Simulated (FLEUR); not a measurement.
# Co (P-3m1) in FLEUR: settings compared

The runs below take Co through band structure, with SCAN, TPSS.

Program: FLEUR MaX-R8.1 (later development tree). These are calculated values, not measurements. Logs are shortened: lines on timing, memory, paths and dates and some standing lists are left out, and cuts for length are marked.

## (1) Starting point

The structure is trigonal, space group P-3m1 (No. 164). The conventional cell has a = 2.487 Å, b = 2.487 Å, c = 4.063 Å, α = 90.00°, β = 90.00°, γ = 120.00°. Co (site symmetry 3m) has 12 Co at 2.42 to 2.55 Å as nearest neighbours.

## (2) Band structure, SCAN, collinear spin, ferromagnetic start

inp.xml

```xml
<?xml version="1.0" encoding="UTF-8" standalone="no"?>
<fleurInput fleurInputVersion="0.39">
   <comment>
      Co                                                                                                  
   </comment>
   <calculationSetup>
      <cutoffs Kmax="4.67" Gmax="14.5" GmaxXC="14.5" numbands="0"/>
      <scfLoop itmax="80" minDistance="0.0001" maxIterBroyd="30" imix="Anderson" alpha="0.05" precondParam="0.0" spinf="2.0" sdNocoIR="T"/>
      <coreElectrons ctail="F" frcor="F" kcrel="0" coretail_lmax="0"/>
      <xcFunctional name="LibXC" relativisticCorrections="F">
         <LibXCName exchange="mgga_x_scan" correlation="mgga_c_scan"/>
         <AuxGGA exchange="117" correlation="130"/>
      </xcFunctional>
      <magnetism jspins="2"/>
      <soc l_soc="F" theta="0.0" phi="0.0" spav="F"/>
      <expertModes spex="0" secvar="F"/>
      <geometryOptimization l_f="F" forcealpha="1.0" forcemix="BFGS" epsdisp="0.00001" epsforce="0.00001"/>
      <ldaU l_linMix="F" mixParam="0.05" spinf="1.0"/>
   </calculationSetup>
   <cell>
      <bzIntegration valenceElectrons="34.0" mode="hist" fermiSmearingEnergy="0.00183747">
         <kPointListSelection listName="default-1"/>
         <!-- k-points included here -->
         <xi:include xmlns:xi="http://www.w3.org/2001/XInclude" href="kpts.xml"> </xi:include>
      </bzIntegration>
      <!-- symmetry operations included here -->
      <xi:include xmlns:xi="http://www.w3.org/2001/XInclude" href="sym.xml"> </xi:include>
      <bulkLattice scale="1.0">
         <bravaisMatrix>
            <row-1>    4.7004383834322416     0.0000000000000000     0.0000000000000000</row-1>
            <row-2>   -2.3502191917161208     4.0706990489911368     0.0000000000000000</row-2>
            <row-3>    0.0000000000000000     0.0000000000000000     7.6785043263879400</row-3>
         </bravaisMatrix>
      </bulkLattice>
   </cell>
   <atomSpecies>
      <species name="Cobalt (Co2.000" element="Co" atomicNumber="27">
         <mtSphere radius="2.1" gridPoints="701" logIncrement="0.017"/>
         <atomicCutoffs lmax="8" lnonsphr="8"/>
         <electronConfig flipSpins="F">
            <coreConfig>(1s1/2) (2s1/2) (2p1/2) (2p3/2)</coreConfig>
            <valenceConfig>(3s1/2) (3p1/2) (3p3/2) (4s1/2) (3d3/2) (3d5/2)</valenceConfig>
            <stateOccupation state="(3d3/2)" spinUp="1.5" spinDown="1.3"/>
            <stateOccupation state="(3d5/2)" spinUp="3.0" spinDown="1.2"/>
         </electronConfig>
         <energyParameters s="4" p="4" d="3" f="4"/>
         <lo type="SCLO" l="0" n="3" eDeriv="0"/>
         <lo type="SCLO" l="1" n="3" eDeriv="0"/>
         <lo type="SCLO" l="1" n="3" eDeriv="1"/>
         <lo type="SCLO" l="2" n="3" eDeriv="2"/>
         <lo type="SCLO" l="3" n="4" eDeriv="2"/>
      </species>
   </atomSpecies>
   <atomGroups>
      <atomGroup species="Cobalt (Co2.000">
         <relPos label="                   1">1.000/3.000 -1.000/3.000 -.2598610000</relPos>
         <relPos label="                   2">-1.000/3.000 1.000/3.000 .2598610000</relPos>
         <force calculate="T" relaxXYZ="TTT"/>
      </atomGroup>
   </atomGroups>
   <output dos="F" band="F" slice="F">
      <checks vchk="F" cdinf="F"/>
      <bandDOS minEnergy="-.5*Htr" maxEnergy="0.5*Htr" sigma="0.015" storeEVData="T"/>
      <vacuumDOS vacdos="F" integ="F" star="F" nstars="0" locx1="0.0" locy1="0.0" locx2="0.0" locy2="0.0" nstm="0" tworkf="0.0"/>
      <unfoldingBand unfoldBand="F" supercellX="1" supercellY="1" supercellZ="1"/>
      <plotting iplot="0" polar="F">
         <plot TwoD="T" vec1="  1.0  0.0  0.0" vec2="  0.0  1.0  0.0" vec3="  0.0  0.0  1.0" zero="  0.0  0.0  0.0" file="plot"/>
      </plotting>
      <chargeDensitySlicing numkpt="0" minEigenval="0.0" maxEigenval="0.0" nnne="0" pallst="F"/>
      <specialOutput eonly="F"/>
      <moessbauerParams electricFieldGradient="T" isomerShift="T" coreHyperfine="T" valenceHyperfine="T"/>
      <magneticCircularDichroism mcd="F" energyLo="-10.0" energyUp="0.0"/>
   </output>
  <!-- We include the file relax.xml here to enable relaxations (see documentation) -->
  <xi:include xmlns:xi="http://www.w3.org/2001/XInclude" href="relax.xml"> <xi:fallback/> </xi:include>
</fleurInput>
```

crystal.txt

```
Co
&input cartesian=F /
2.4873648738  0.0000000000  0.0000000000
-1.2436824369  2.1541211692  0.0000000000
0.0000000000  0.0000000000  4.0632895034
1.8897261246
1.0 1.0 1.0

2
27 0.3333333333  0.6666666667  0.7401390000 : 2.000
27 0.6666666666  0.3333333334  0.2598610000 : 2.000

&kpt div1=12 div2=12 div3=7 gamma=T /
```

inp.xml (bands)

```
<?xml version="1.0" encoding="UTF-8" standalone="no"?>
<fleurInput fleurInputVersion="0.39">
   <comment>
      Co                                                                                                  
   </comment>
   <calculationSetup>
      <cutoffs Kmax="4.67" Gmax="14.5" GmaxXC="14.5" numbands="0"/>
      <scfLoop itmax="80" minDistance="0.0001" maxIterBroyd="30" imix="Anderson" alpha="0.05" precondParam="0.0" spinf="2.0" sdNocoIR="T"/>
      <coreElectrons ctail="F" frcor="F" kcrel="0" coretail_lmax="0"/>
      <xcFunctional name="LibXC" relativisticCorrections="F">
         <LibXCName exchange="mgga_x_scan" correlation="mgga_c_scan"/>
         <AuxGGA exchange="117" correlation="130"/>
      </xcFunctional>
      <magnetism jspins="2"/>
      <soc l_soc="F" theta="0.0" phi="0.0" spav="F"/>
      <expertModes spex="0" secvar="F"/>
      <geometryOptimization l_f="F" forcealpha="1.0" forcemix="BFGS" epsdisp="0.00001" epsforce="0.00001"/>
      <ldaU l_linMix="F" mixParam="0.05" spinf="1.0"/>
   </calculationSetup>
   <cell>
      <bzIntegration valenceElectrons="34.0" mode="hist" fermiSmearingEnergy="0.00183747">
         <kPointListSelection listName="path-1"/>
         <!-- k-points included here -->
         <xi:include xmlns:xi="http://www.w3.org/2001/XInclude" href="kpts.xml"> </xi:include>
      </bzIntegration>
      <!-- symmetry operations included here -->
      <xi:include xmlns:xi="http://www.w3.org/2001/XInclude" href="sym.xml"> </xi:include>
      <bulkLattice scale="1.0">
         <bravaisMatrix>
            <row-1>    4.7004383834322416     0.0000000000000000     0.0000000000000000</row-1>
            <row-2>   -2.3502191917161208     4.0706990489911368     0.0000000000000000</row-2>
            <row-3>    0.0000000000000000     0.0000000000000000     7.6785043263879400</row-3>
         </bravaisMatrix>
      </bulkLattice>
   </cell>
   <atomSpecies>
      <species name="Cobalt (Co2.000" element="Co" atomicNumber="27">
         <mtSphere radius="2.1" gridPoints="701" logIncrement="0.017"/>
         <atomicCutoffs lmax="8" lnonsphr="8"/>
         <electronConfig flipSpins="F">
            <coreConfig>(1s1/2) (2s1/2) (2p1/2) (2p3/2)</coreConfig>
            <valenceConfig>(3s1/2) (3p1/2) (3p3/2) (4s1/2) (3d3/2) (3d5/2)</valenceConfig>
            <stateOccupation state="(3d3/2)" spinUp="1.5" spinDown="1.3"/>
            <stateOccupation state="(3d5/2)" spinUp="3.0" spinDown="1.2"/>
         </electronConfig>
         <energyParameters s="4" p="4" d="3" f="4"/>
         <lo type="SCLO" l="0" n="3" eDeriv="0"/>
         <lo type="SCLO" l="1" n="3" eDeriv="0"/>
         <lo type="SCLO" l="1" n="3" eDeriv="1"/>
         <lo type="SCLO" l="2" n="3" eDeriv="2"/>
         <lo type="SCLO" l="3" n="4" eDeriv="2"/>
      </species>
   </atomSpecies>
   <atomGroups>
      <atomGroup species="Cobalt (Co2.000">
         <relPos label="                   1">1.000/3.000 -1.000/3.000 -.2598610000</relPos>
         <relPos label="                   2">-1.000/3.000 1.000/3.000 .2598610000</relPos>
         <force calculate="T" relaxXYZ="TTT"/>
      </atomGroup>
   </atomGroups>
   <output dos="F" band="T" slice="F">
      <checks vchk="F" cdinf="F"/>
      <bandDOS minEnergy="-.5*Htr" maxEnergy="0.5*Htr" sigma="0.015" storeEVData="T"/>
      <vacuumDOS vacdos="F" integ="F" star="F" nstars="0" locx1="0.0" locy1="0.0" locx2="0.0" locy2="0.0" nstm="0" tworkf="0.0"/>
      <unfoldingBand unfoldBand="F" supercellX="1" supercellY="1" supercellZ="1"/>
      <plotting iplot="0" polar="F">
         <plot TwoD="T" vec1="  1.0  0.0  0.0" vec2="  0.0  1.0  0.0" vec3="  0.0  0.0  1.0" zero="  0.0  0.0  0.0" file="plot"/>
      </plotting>
      <chargeDensitySlicing numkpt="0" minEigenval="0.0" maxEigenval="0.0" nnne="0" pallst="F"/>
      <specialOutput eonly="F"/>
      <moessbauerParams electricFieldGradient="T" isomerShift="T" coreHyperfine="T" valenceHyperfine="T"/>
      <magneticCircularDichroism mcd="F" energyLo="-10.0" energyUp="0.0"/>
   </output>
  <!-- We include the file relax.xml here to enable relaxations (see documentation) -->
  <xi:include xmlns:xi="http://www.w3.org/2001/XInclude" href="relax.xml"> <xi:fallback/> </xi:include>
</fleurInput>
```

Potentials or basis: all-electron, FLAPW.

Launch:

```
$ inpgen -f crystal.txt -profile fastHighL
$ # inp.xml edited to the form shown
$ fleur_MPI
$ fleur_MPI   # second run, on inp.xml (bands)
```

Standard output:

```text
Welcome to FLEUR        (www.flapw.de)
      MaX-Release 8.1          (www.max-centre.eu)
 func_ids         267         263         267         263
 MetaGGA potential functional detected - V_tau will be computed
 Auxiliary Potential for radial basis: exchange=         117  correlation=         130
The functional 'SCAN exchange of Sun, Ruzsinszky, and Perdew' is an exchange functional, it belongs to the 'MGGA' family and is defined in the reference(s):
[1] J. Sun, A. Ruzsinszky, and J. P. Perdew.,  Phys. Rev. Lett. 115, 036402 (2015)
The functional 'SCAN correlation of Sun, Ruzsinszky, and Perdew' is a correlation functional, it belongs to the 'MGGA' family and is defined in the reference(s):
[1] J. Sun, A. Ruzsinszky, and J. P. Perdew.,  Phys. Rev. Lett. 115, 036402 (2015)
 Using same functional for VXC and EXC

 ========== k-point set info ==========
 Selected k-point list: default-1
 k-point list type: mesh
 12 x 12 x 7
 Number of k points: 112

 ------------Calculation Setup---------------------------
 Number of MPI-tasks      :            1
 Number of PE/node        :            1
 Number of OMP-threads    :            1
 Most efficient MPI parallelization for:
           1           2           4           7           8          14          16          28          56         112
 Additional eigenvalue parallelization possible
 Number of basis functions:          334
 Approximate size of matrices (H+S) per k-point:         0.002 GB
 --------------------------------------------------------
The functional 'Hammer, Hansen, and Norskov' is an exchange functional, it belongs to the 'GGA' family and is defined in the reference(s):
[1] B. Hammer, L. B. Hansen, and J. K. Nørskov.,  Phys. Rev. B 59, 7413 (1999)
The functional 'Perdew, Burke & Ernzerhof' is a correlation functional, it belongs to the 'GGA' family and is defined in the reference(s):
[1] J. P. Perdew, K. Burke, and M. Ernzerhof.,  Phys. Rev. Lett. 77, 3865 (1996)
[2] J. P. Perdew, K. Burke, and M. Ernzerhof.,  Phys. Rev. Lett. 78, 1396 (1997)
 Using same functional for VXC and EXC
 Using auxiliary GGA potential for the first iteration of MetaGGA calculation.
 Reset of history
 Reset of history
 Iteration:     1   Distance:      28.78951948 me/bohr^3
The functional 'Hammer, Hansen, and Norskov' is an exchange functional, it belongs to the 'GGA' family and is defined in the reference(s):
[1] B. Hammer, L. B. Hansen, and J. K. Nørskov.,  Phys. Rev. B 59, 7413 (1999)
The functional 'Perdew, Burke & Ernzerhof' is a correlation functional, it belongs to the 'GGA' family and is defined in the reference(s):
[1] J. P. Perdew, K. Burke, and M. Ernzerhof.,  Phys. Rev. Lett. 77, 3865 (1996)
[2] J. P. Perdew, K. Burke, and M. Ernzerhof.,  Phys. Rev. Lett. 78, 1396 (1997)
 Using same functional for VXC and EXC
 Iteration:     2   Distance:      27.70449901 me/bohr^3
The functional 'Hammer, Hansen, and Norskov' is an exchange functional, it belongs to the 'GGA' family and is defined in the reference(s):
[1] B. Hammer, L. B. Hansen, and J. K. Nørskov.,  Phys. Rev. B 59, 7413 (1999)
The functional 'Perdew, Burke & Ernzerhof' is a correlation functional, it belongs to the 'GGA' family and is defined in the reference(s):
[1] J. P. Perdew, K. Burke, and M. Ernzerhof.,  Phys. Rev. Lett. 77, 3865 (1996)
[2] J. P. Perdew, K. Burke, and M. Ernzerhof.,  Phys. Rev. Lett. 78, 1396 (1997)
 Using same functional for VXC and EXC
 Iteration:     3   Distance:      26.21158962 me/bohr^3
The functional 'Hammer, Hansen, and Norskov' is an exchange functional, it belongs to the 'GGA' family and is defined in the reference(s):
[1] B. Hammer, L. B. Hansen, and J. K. Nørskov.,  Phys. Rev. B 59, 7413 (1999)
The functional 'Perdew, Burke & Ernzerhof' is a correlation functional, it belongs to the 'GGA' family and is defined in the reference(s):
[1] J. P. Perdew, K. Burke, and M. Ernzerhof.,  Phys. Rev. Lett. 77, 3865 (1996)
[2] J. P. Perdew, K. Burke, and M. Ernzerhof.,  Phys. Rev. Lett. 78, 1396 (1997)
 Using same functional for VXC and EXC
 Iteration:     4   Distance:       6.98700143 me/bohr^3
The functional 'Hammer, Hansen, and Norskov' is an exchange functional, it belongs to the 'GGA' family and is defined in the reference(s):
[1] B. Hammer, L. B. Hansen, and J. K. Nørskov.,  Phys. Rev. B 59, 7413 (1999)
The functional 'Perdew, Burke & Ernzerhof' is a correlation functional, it belongs to the 'GGA' family and is defined in the reference(s):
[1] J. P. Perdew, K. Burke, and M. Ernzerhof.,  Phys. Rev. Lett. 77, 3865 (1996)
[2] J. P. Perdew, K. Burke, and M. Ernzerhof.,  Phys. Rev. Lett. 78, 1396 (1997)
 Using same functional for VXC and EXC
 Iteration:     5   Distance:       3.53911649 me/bohr^3
The functional 'Hammer, Hansen, and Norskov' is an exchange functional, it belongs to the 'GGA' family and is defined in the reference(s):
[... 123 lines left out ...]
 Using same functional for VXC and EXC
 Iteration:    23   Distance:       0.00203443 me/bohr^3
The functional 'Hammer, Hansen, and Norskov' is an exchange functional, it belongs to the 'GGA' family and is defined in the reference(s):
[1] B. Hammer, L. B. Hansen, and J. K. Nørskov.,  Phys. Rev. B 59, 7413 (1999)
The functional 'Perdew, Burke & Ernzerhof' is a correlation functional, it belongs to the 'GGA' family and is defined in the reference(s):
[1] J. P. Perdew, K. Burke, and M. Ernzerhof.,  Phys. Rev. Lett. 77, 3865 (1996)
[2] J. P. Perdew, K. Burke, and M. Ernzerhof.,  Phys. Rev. Lett. 78, 1396 (1997)
 Using same functional for VXC and EXC
 Iteration:    24   Distance:       0.00077164 me/bohr^3
The functional 'Hammer, Hansen, and Norskov' is an exchange functional, it belongs to the 'GGA' family and is defined in the reference(s):
[1] B. Hammer, L. B. Hansen, and J. K. Nørskov.,  Phys. Rev. B 59, 7413 (1999)
The functional 'Perdew, Burke & Ernzerhof' is a correlation functional, it belongs to the 'GGA' family and is defined in the reference(s):
[1] J. P. Perdew, K. Burke, and M. Ernzerhof.,  Phys. Rev. Lett. 77, 3865 (1996)
[2] J. P. Perdew, K. Burke, and M. Ernzerhof.,  Phys. Rev. Lett. 78, 1396 (1997)
 Using same functional for VXC and EXC
 Iteration:    25   Distance:       0.00032484 me/bohr^3
The functional 'Hammer, Hansen, and Norskov' is an exchange functional, it belongs to the 'GGA' family and is defined in the reference(s):
[1] B. Hammer, L. B. Hansen, and J. K. Nørskov.,  Phys. Rev. B 59, 7413 (1999)
The functional 'Perdew, Burke & Ernzerhof' is a correlation functional, it belongs to the 'GGA' family and is defined in the reference(s):
[1] J. P. Perdew, K. Burke, and M. Ernzerhof.,  Phys. Rev. Lett. 77, 3865 (1996)
[2] J. P. Perdew, K. Burke, and M. Ernzerhof.,  Phys. Rev. Lett. 78, 1396 (1997)
 Using same functional for VXC and EXC
 Iteration:    26   Distance:       0.00007029 me/bohr^3

 ********************************************************************
 Run finished successfully
 Stop message:
   all done
 ********************************************************************
```

Wall time 3 min (1 thread of Arm Neoverse V2, shared host); peak memory 0.13 GiB.

Results:

```yaml
Free_energy: -75852.8142 eV
Band_gap_along_the_path: none (metal or under the smearing width)
Net_moment: 3.59 μB per cell
Site_moments: Co +1.93 μB
Valence_electrons_inside_the_program's_atomic_spheres: Co 15.50 (radii Co 2.1 bohr)
```

Levels at the corners of the path, in eV from the Fermi level:
Spin up:
| point | band 15 | band 16 | band 17 | band 18 | band 19 | band 20 | band 21 | band 22 | band 23 | band 24 |
| --- | --- | --- | --- | --- | --- | --- | --- | --- | --- | --- |
| Γ | -3.10 | -2.81 | -2.81 | -1.70 | -1.70 | -0.55 | 5.82 | 22.33 | 25.16 | 25.16 |
| M | -2.93 | -1.66 | -1.50 | -1.23 | 0.78 | 2.89 | 9.34 | 10.40 | 12.44 | 13.89 |
| K | -2.74 | -1.76 | -1.71 | -1.71 | 4.18 | 5.03 | 5.03 | 12.35 | 12.95 | 12.95 |
| Γ | -3.10 | -2.81 | -2.81 | -1.70 | -1.70 | -0.55 | 5.82 | 22.33 | 25.16 | 25.16 |
| A | -3.36 | -3.36 | -2.23 | -2.23 | -1.84 | -1.84 | 14.18 | 15.34 | 22.93 | 23.19 |
| L | -1.88 | -1.74 | -1.45 | -1.34 | 1.08 | 1.32 | 6.77 | 7.15 | 18.49 | 18.91 |
| H | -2.75 | -2.75 | -1.57 | -1.57 | 5.42 | 5.42 | 6.86 | 7.26 | 9.43 | 9.43 |
| A | -3.36 | -3.36 | -2.23 | -2.23 | -1.84 | -1.84 | 14.18 | 15.34 | 22.93 | 23.19 |
| L | -1.88 | -1.74 | -1.45 | -1.34 | 1.08 | 1.32 | 6.77 | 7.15 | 18.49 | 18.91 |
| M | -2.93 | -1.66 | -1.50 | -1.23 | 0.78 | 2.89 | 9.34 | 10.40 | 12.44 | 13.89 |
| K | -2.74 | -1.76 | -1.71 | -1.71 | 4.18 | 5.03 | 5.03 | 12.35 | 12.95 | 12.95 |
| H | -2.75 | -2.75 | -1.57 | -1.57 | 5.42 | 5.42 | 6.86 | 7.26 | 9.43 | 9.43 |
Spin down:
| point | band 12 | band 13 | band 14 | band 15 | band 16 | band 17 | band 18 | band 19 |
| --- | --- | --- | --- | --- | --- | --- | --- | --- |
| Γ | -0.97 | -0.97 | -0.81 | -0.81 | -0.81 | 0.34 | 0.34 | 1.41 |
| M | -2.35 | -1.06 | -1.01 | -0.67 | 1.30 | 1.46 | 1.93 | 2.51 |
| K | -2.99 | -1.27 | -1.27 | -0.42 | 0.96 | 0.96 | 1.47 | 5.21 |
| Γ | -0.97 | -0.97 | -0.81 | -0.81 | -0.81 | 0.34 | 0.34 | 1.41 |
| A | -1.55 | -1.23 | -1.23 | -0.85 | -0.85 | 0.92 | 0.92 | 1.17 |
| L | -2.19 | -0.17 | -0.15 | 0.00 | 0.38 | 1.54 | 1.62 | 1.85 |
| H | -2.81 | -1.80 | -1.80 | -0.57 | 0.46 | 1.17 | 1.17 | 6.35 |
| A | -1.55 | -1.23 | -1.23 | -0.85 | -0.85 | 0.92 | 0.92 | 1.17 |
| L | -2.19 | -0.17 | -0.15 | 0.00 | 0.38 | 1.54 | 1.62 | 1.85 |
| M | -2.35 | -1.06 | -1.01 | -0.67 | 1.30 | 1.46 | 1.93 | 2.51 |
| K | -2.99 | -1.27 | -1.27 | -0.42 | 0.96 | 0.96 | 1.47 | 5.21 |
| H | -2.81 | -1.80 | -1.80 | -0.57 | 0.46 | 1.17 | 1.17 | 6.35 |

Core levels (eV from the Fermi level):
```tsv
atom	levels
1 Co	1s1/2 -7585.0, 2s1/2 -892.2, 2p1/2 -772.7, 2p3/2 -757.8
2 Co	1s1/2 -7585.0, 2s1/2 -892.2, 2p1/2 -772.7, 2p3/2 -757.8
```

Caveat: the meta-GGA is that of a development version, with a GGA for the radial functions and cores and without core tails.

(Part 1 of 2 ends here.)
